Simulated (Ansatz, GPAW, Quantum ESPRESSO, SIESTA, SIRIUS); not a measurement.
# CdF2: programs and potentials compared

```
Cd F
1.0
     0.00000    2.69400    2.69400
     2.69400    0.00000    2.69400
     2.69400    2.69400    0.00000
Cd F
1 2
Direct
  0.00000 0.00000 0.00000
  0.75000 0.75000 0.75000
  0.25000 0.25000 0.25000
```

Alike in all runs: task equation of state; functional LDA; k mesh 9 × 9 × 9; occupations fermi-dirac, width 0.05 eV; no spin polarisation; no spin-orbit coupling. LDA stands for any of its common fits.

| program and potentials | plane-wave cutoff (eV) | notes | equilibrium volume (Å³/atom) | bulk modulus (GPa) |
| --- | --- | --- | --- | --- |
| SIRIUS, all-electron FP-LAPW, apw+lo standard | - | - | 12.39 | 128.4 |
| Quantum ESPRESSO, GBRV 1.5 LDA | 612 | - | 12.47 | 126.3 |
| Ansatz, all-electron LAPW, scalar-relativistic | - | - | 12.39 | 127.1 |
| SIESTA, files PseudoDojo sr-lda-0.4.1-standard, DZP (energy shift 0.003 Ry; two zetas on semicore shells) | - | atomic basis | 12.46 | 135.0 |
| GPAW, the program's PAW data sets (release 1.2.1) made for this functional | 800 | - | 12.38 | 130.4 |

The equilibrium volume spans 12.38 (GPAW, the program's PAW data sets (release 1.2.1) made for this functional) to 12.47 Å³/atom (Quantum ESPRESSO, GBRV 1.5 LDA), with all-electron results at 12.39. The bulk modulus spans 126.3 (Quantum ESPRESSO, GBRV 1.5 LDA) to 135.0 GPa (SIESTA, files PseudoDojo sr-lda-0.4.1-standard, DZP (energy shift 0.003 Ry; two zetas on semicore shells)), with all-electron results at 127.1 to 128.4. Rows in atomic bases carry the error of their basis and grid, which can be large.

The functional is the same throughout but for its coding, so the spread measures potentials, basis and numerics; runs on potential files found faulty are left out.
